Q. We slide one half of a diamond crystal over the other through a full repeat. The slip runs from 0 to 1, and at 1 the crystal is perfect again. Can I get the last two points by reading the first two steps backwards?

Rigid, unrelaxed slip of diamond (a = 3.560 Å) across a (111) plane along [2, −1, −1], with one fault per 12-atom cell and energies relative to the perfect crystal. Ansatz 0.2.0, plane-wave PAW, r2SCAN, scalar-relativistic, no spin polarisation, 500 eV cutoff, Gamma-centred 10×10×2 k mesh, Gaussian smearing of 0.05 eV.

```
slip (fraction of the slip vector)  fault energy (mJ/m²)  shear traction (GPa (slope of the fault energy along the slip))  gap on mesh (eV)
                                 0                     0                                                              0.0             4.413
                            0.0833                  1720                                                             94.7             3.796
                            0.1667                  6710                                                            174.1             2.700
                            0.2500                 13650                                                            193.5             0.806
                            0.3333                 18690                                                              0.2             0.000
                            0.4167                 15370                                                           -103.0             0.000
                            0.5000                 12480                                                            -51.5             0.000
                            0.5833                 11590                                                             -1.0             0.000
                            0.6667                 11830                                                              0.1             0.000
                            0.7500                 10650                                                            -78.3             0.000
                            0.8333                     ?                                                                ?                 ?
                            0.9167                     ?                                                                ?                 ?
```

A. The slid crystals have lower symmetry than the perfect one. Compare the quarter points. Slip 0.2500 costs 13650 mJ/m² and slip 0.7500 costs 10650 mJ/m², though both lie a quarter of a repeat from a perfect crystal. Going forward and going backward are different journeys, so a plain mirror image will be wrong by some amount.

Q. Why should the direction matter? The same bond is being stretched.

A. The bond doesn't know the direction, but the atoms behind it do. The cut runs between two widely spaced layers, 1.54 Å apart, with one bond per cell across it. Going forward, each surface atom moves towards a place directly above a second-layer atom of the other half. Going backward, it passes between two of them, towards the hollow amid three.

The slips 0.3333 and 0.6667 show the effect most clearly. The surface atoms facing each other are 2.12 Å apart in both. The nearest second-layer atom, however, is 2.06 Å away in the first and 2.52 Å in the second. The first costs 6.4 eV per cut bond and the second 4.1 eV. I put the extra cost down to this crowding. The computed stress fits: averaged over the cell, the push normal to the cut is about 38 GPa in the first and 20 GPa in the second. The calculation doesn't split the energy into parts, though.

Q. Is 0.6667 then a stable fault? Its shear traction is almost zero.

A. Not in this rigid slide. The points on either side of it, at 11590 and 10650 mJ/m², both lie below its 11830 mJ/m², so it is the top of a low hill along the path. Symmetry makes the traction vanish at 0.3333 and 0.6667, whether or not the crystal would stay there. The atoms and the layer spacing are also frozen, and relaxing them would lower the energies. Please don't use these values as stacking-fault energies, or the largest traction as diamond's ideal shear strength.

Q. How do we turn the crowding into a forecast?

A. Start close to the perfect crystal, at the bottom of an energy bowl. There the energy grows as the square of the slip, and a square is the same for a small step forward and an equal step backward. The difference begins with the cube of the slip, so it should fade quickly towards the perfect crystal.

Call the slip s and the fault energy E. The difference between the two directions is

D(s) = E(s) − E(1 − s)

At s = 0.25 it is 3000 mJ/m². Its slope there is the sum of the two tractions, 193.5 − 78.3 = 115.2 GPa. A purely cubic difference would have a slope of only 83 GPa, so I add the next odd term. With q = s/0.25,

D = A q³ + B q⁵

The energies and tractions of the two quarter points fix A and B. The last two slips play no part.

Q. Could you work one out?

A. Take slip 0.8333, whose forward partner is 0.1667. The full slip is 3.560 × √1.5 = 4.36 Å long, and 1 GPa times 1 Å is 100 mJ/m². The two conditions at q = 1 are then

A + B = 3000 mJ/m²
3A + 5B = 0.25 × 115.2 × 4.36 × 100 ≈ 12560 mJ/m²

They give A ≈ 1220 and B ≈ 1780 mJ/m². At q = 2/3,

D ≈ 1220 × 0.296 + 1780 × 0.132 ≈ 600 mJ/m²
E(0.8333) ≈ 6710 − 600 = 6110 mJ/m²

The slope of D, less the traction of the forward partner, gives the new traction in the same way.

Q. How far do you trust it?

A. I take the distance to the purely cubic forecast, rounded up, as the error bar for the energy. One weak point is slip 0.7500, which has no gap. Spin was switched off although bonds are broken, so that metallic state may be an artefact and its energy too high. The k mesh was also chosen for the insulator, and r2SCAN tends to make gaps too small. The other ranges are my judgement, and for the gap I have no model, so I copy it from the forward partner.

Slip 0.8333: 6110 ± 300 mJ/m², traction −143 ± 15 GPa, gap 2.7 ± 0.8 eV.
Slip 0.9167: 1670 ± 60 mJ/m², traction −90 ± 6 GPa, gap 3.8 ± 0.4 eV.

Both energies should lie below those of their forward partners. The negative tractions mean that the crystal is pulled on towards slip 1, where it is perfect again.

Q. Let's see the computed values.

The withheld rows as computed:

```
slip (fraction of the slip vector)  fault energy (mJ/m²)  shear traction (GPa (slope of the fault energy along the slip))  gap on mesh (eV)
                            0.8333                  5940                                                           -143.6             0.901
                            0.9167                  1610                                                            -86.2             3.413
```

A. Both energies fall inside their ranges, but both forecasts are about 3 to 4 % too high, and the second only just stays within its bar. The direction of the correction was right: a plain mirror image would have been too high by 770 and 110 mJ/m². The tractions are also within their ranges, the first to better than 1 GPa and the second to about 4 GPa.

Q. Was the extra term worth having?

A. Not for the energies. The purely cubic difference would have come closer at both slips, missing by about 120 mJ/m² at the first and by almost nothing at the second. The computed difference grows sevenfold, from 110 to 770 mJ/m², when the slip doubles, and a cube would give eightfold. The extra steepness seen at the quarter points evidently belongs further out, and my formula spread it too far inwards. The printed output below lists the energy misses of each version.

Q. And the gap? You said 2.7 eV at 0.8333, and it is 0.9 eV.

A. That forecast failed by more than twice its error bar. The one at 0.9167 survived narrowly. I had borrowed the mirror image for a quantity to which the argument about the square of the slip doesn't apply. The total energy sums over all the occupied states, whereas the gap depends on just two band edges. Edge states that are equal in the perfect crystal can split when it is slid, and a different one may set the gap in each direction.

The quarter points had already given a warning, with a gap of 0.8 eV going forward and none going backward. I should have lowered the forecast. Which states close the gap is not known here, because only its size was computed.

Q. So what would you calculate next?

A. The gapless slips again, with spin allowed. If the broken bonds carry magnetic moments, the energies there could drop and a gap might open. The quarter point that fixed our correction would then move too. How much of the difference between forward and backward is crowding, and how much comes from forcing broken bonds to be non-magnetic?

Printed output of the fit:

```
Shortest unrelaxed distances across the cut in angstrom:
     row  surface to surface atom  surface to second-layer atom
     0.0                    1.542                         2.517
  0.0833                    1.584                         2.327
  0.1667                    1.704                          2.18
    0.25                    1.888                         2.087
  0.3333                    2.119                         2.055
  0.4167                    2.023                         2.087
     0.5                     1.99                          2.18
  0.5833                    2.023                         2.326
  0.6667                    2.119                         2.517
    0.75                    1.888                         2.437
  0.8333                    1.704                          2.41
  0.9167                    1.584                         2.437
Fault energy at slip 0.3333 in eV per cut bond: 6.402
Fault energy at slip 0.6667 in eV per cut bond: 4.052
Mean slope from slip 0.2500 to 0.3333 in GPa: 138.7
Mean slope from slip 0.3333 to 0.4167 in GPa: -91.37
Energy at slip 0.2500 less that at 0.7500 in mJ/m2: 3000
Slope of this difference from the tractions in GPa: 115.2
The same slope if the difference were purely cubic in GPa: 82.57
The same slope for the lowest lattice wave in GPa: 43.23
Energy forecast at slips 0.8333 and 0.9167 in mJ/m2: 6113, 1668
Its error bar before rounding up in mJ/m2: 292.8, 58.49
Computed energy at slips 0.8333 and 0.9167 in mJ/m2: 5940, 1610
Energy forecast less computed in mJ/m2: 173.4, 57.51
Cubic-only forecast less computed in mJ/m2: -119.4, -0.9778
Mirror-image forecast less computed in mJ/m2: 770, 110
Traction forecast at slips 0.8333 and 0.9167 in GPa: -143, -89.96
Traction forecast less computed in GPa: 0.5751, -3.762
Gap forecast less computed at slips 0.8333 and 0.9167 in eV: 1.799, 0.383
```
